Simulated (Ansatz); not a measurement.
# Cd: energy and pressure over a range of volumes

Aim: scale the cell of Cd up and down at fixed shape and fractional positions, and get the equilibrium volume and bulk modulus with LAPW, PAW and all-electron datasets made for the crystal.

Program: Ansatz 0.2.0. Level of theory: DFT PBEsol, scalar-relativistic. These are calculated values, not measurements.

1 further run of the same task is left out (it didn't finish).

## 1. The starting structure

The structure is hexagonal, space group P6_3/mmc (No. 194). Conventional cell: a = 2.958 Å, b = 2.958 Å, c = 5.886 Å, α = 90.00°, β = 90.00°, γ = 120.00°. Cd (site symmetry -6m2) has 6 Cd at 2.96 Å as nearest neighbours.

Coordinates:

```cif
data_structure
_symmetry_space_group_name_H-M 'P6_3/mmc'
_symmetry_Int_Tables_number 194
_cell_length_a 2.9585
_cell_length_b 2.9585
_cell_length_c 5.8859
_cell_angle_alpha 90.000
_cell_angle_beta 90.000
_cell_angle_gamma 120.000
_cell_volume 44.62
loop_
_atom_site_label
_atom_site_type_symbol
_atom_site_symmetry_multiplicity
_atom_site_Wyckoff_symbol
_atom_site_fract_x
_atom_site_fract_y
_atom_site_fract_z
_atom_site_occupancy
Cd1 Cd 2 c 0.33333 0.66667 0.25000 1
```

The file gives the conventional cell by its symmetry; the runs use the cell typed in the input.

The cell is one relaxed in the Materials Project, used as it stands.

Atoms are numbered in the order of the input: Cd1, Cd2.

## 2. Volume × 0.9405, LAPW

File input.yaml:

```yaml
crystal:
  lattice:
    - [2.8985945899, 0.0, 0.0]
    - [-1.449297295, 2.5102565501, 0.0]
    - [0.0, 0.0, 5.7667953561]
  atoms:
    - { symbol: Cd, position: [0.3333333333, 0.6666666667, 0.25] }
    - { symbol: Cd, position: [0.6666666667, 0.3333333333, 0.75] }
kpoints:
  mp_grid: { grid: [14, 14, 6] }
scf:
  occupations: { method: fermi_dirac, width: 0.03 }
hamiltonian:
  xc: pbesol
  pseudopotentials: { kind: all_electron, lapw: { basis_error: 0.00025 } }
output:
  forces: true
  stress: true
  eigenvalues: true
```

Launch:

```
$ ansatz run input.yaml --threads 1 --pin off --max-ram 2048MiB --backend cpu --events-out ev --progress --plain --runs-dir out
```

## 3. Volume × 0.9405, PAW

Changes to input.yaml since step 2:

```diff
@@ -14,3 +14,3 @@
   xc: pbesol
-  pseudopotentials: { kind: all_electron, lapw: { basis_error: 0.00025 } }
+  pseudopotentials: { kind: paw }
 output:
@@ -19 +19,6 @@
   eigenvalues: true
+  efg: { contact_densities: true }
+  write_density: true
+  write_potential: true
+  elf: true
+  volumetric_format: npy
```

## 4. Volume × 0.9405, crystal datasets

Changes to input.yaml since step 3:

```diff
@@ -14,3 +14,3 @@
   xc: pbesol
-  pseudopotentials: { kind: paw }
+  pseudopotentials: { kind: all_electron, datasets: crystal }
 output:
@@ -20,5 +20 @@
   efg: { contact_densities: true }
-  write_density: true
-  write_potential: true
-  elf: true
-  volumetric_format: npy
```

## 5. Volume × 0.97, LAPW

File input.yaml:

```yaml
crystal:
  lattice:
    - [2.9285891929, 0.0, 0.0]
    - [-1.4642945964, 2.5362326383, 0.0]
    - [0.0, 0.0, 5.8264700474]
  atoms:
    - { symbol: Cd, position: [0.3333333333, 0.6666666667, 0.25] }
    - { symbol: Cd, position: [0.6666666667, 0.3333333333, 0.75] }
kpoints:
  mp_grid: { grid: [14, 14, 6] }
scf:
  occupations: { method: fermi_dirac, width: 0.03 }
hamiltonian:
  xc: pbesol
  pseudopotentials: { kind: all_electron, lapw: { basis_error: 0.00025 } }
output:
  forces: true
  stress: true
  eigenvalues: true
```

## 6. Volume × 0.97, PAW

Changes to input.yaml since step 5:

```diff
@@ -14,3 +14,3 @@
   xc: pbesol
-  pseudopotentials: { kind: all_electron, lapw: { basis_error: 0.00025 } }
+  pseudopotentials: { kind: paw }
 output:
@@ -19 +19,6 @@
   eigenvalues: true
+  efg: { contact_densities: true }
+  write_density: true
+  write_potential: true
+  elf: true
+  volumetric_format: npy
```

## 7. Volume × 1.03, LAPW

File input.yaml:

```yaml
crystal:
  lattice:
    - [2.9877685552, 0.0, 0.0]
    - [-1.4938842776, 2.5874834695, 0.0]
    - [0.0, 0.0, 5.9442082344]
  atoms:
    - { symbol: Cd, position: [0.3333333333, 0.6666666667, 0.25] }
    - { symbol: Cd, position: [0.6666666667, 0.3333333333, 0.75] }
kpoints:
  mp_grid: { grid: [14, 14, 6] }
scf:
  occupations: { method: fermi_dirac, width: 0.03 }
hamiltonian:
  xc: pbesol
  pseudopotentials: { kind: all_electron, lapw: { basis_error: 0.00025 } }
output:
  forces: true
  stress: true
  eigenvalues: true
```

## 8. Volume × 1.03, PAW

Changes to input.yaml since step 7:

```diff
@@ -14,3 +14,3 @@
   xc: pbesol
-  pseudopotentials: { kind: all_electron, lapw: { basis_error: 0.00025 } }
+  pseudopotentials: { kind: paw }
 output:
@@ -19 +19,6 @@
   eigenvalues: true
+  efg: { contact_densities: true }
+  write_density: true
+  write_potential: true
+  elf: true
+  volumetric_format: npy
```

## 9. Volume × 1.06, LAPW

File input.yaml:

```yaml
crystal:
  lattice:
    - [3.0164988615, 0.0, 0.0]
    - [-1.5082494308, 2.6123646446, 0.0]
    - [0.0, 0.0, 6.0013675893]
  atoms:
    - { symbol: Cd, position: [0.3333333333, 0.6666666667, 0.25] }
    - { symbol: Cd, position: [0.6666666667, 0.3333333333, 0.75] }
kpoints:
  mp_grid: { grid: [14, 14, 6] }
scf:
  occupations: { method: fermi_dirac, width: 0.03 }
hamiltonian:
  xc: pbesol
  pseudopotentials: { kind: all_electron, lapw: { basis_error: 0.00025 } }
output:
  forces: true
  stress: true
  eigenvalues: true
```

## 10. Volume × 1.06, PAW

Changes to input.yaml since step 9:

```diff
@@ -14,3 +14,3 @@
   xc: pbesol
-  pseudopotentials: { kind: all_electron, lapw: { basis_error: 0.00025 } }
+  pseudopotentials: { kind: paw }
 output:
@@ -19 +19,2 @@
   eigenvalues: true
+  efg: { contact_densities: true }
```

## 11. Volume × 1.06, crystal datasets

Changes to input.yaml since step 10:

```diff
@@ -14,3 +14,3 @@
   xc: pbesol
-  pseudopotentials: { kind: paw }
+  pseudopotentials: { kind: all_electron, datasets: crystal }
 output:
```

(Steps that only read results are left out.)

Before running it: what results should come out? Wanted: equilibrium volume; bulk modulus (for each run or level that gives them).

**Answer**, as computed:

| quantity | value |
| --- | --- |
| equilibrium volume (LAPW) | 21.415 Å³/atom |
| bulk modulus (LAPW) | 61 GPa |
| its pressure derivative (LAPW) | 6.2 |
| equilibrium volume (PAW) | 21.418 Å³/atom |
| bulk modulus (PAW) | 61 GPa |
| its pressure derivative (PAW) | 6.1 |

What this shows: By LAPW, the pressure vanishes at 21.41 Å³/atom (-4.0 % from the starting cell) and the bulk modulus there is 61 GPa (Birch-Murnaghan, third order). Shape and positions are held, so a fully relaxed modulus can be lower. PAW's volume lies +0.01 % and its modulus less than 0.1 % from LAPW's. No thermal or zero-point expansion is included.
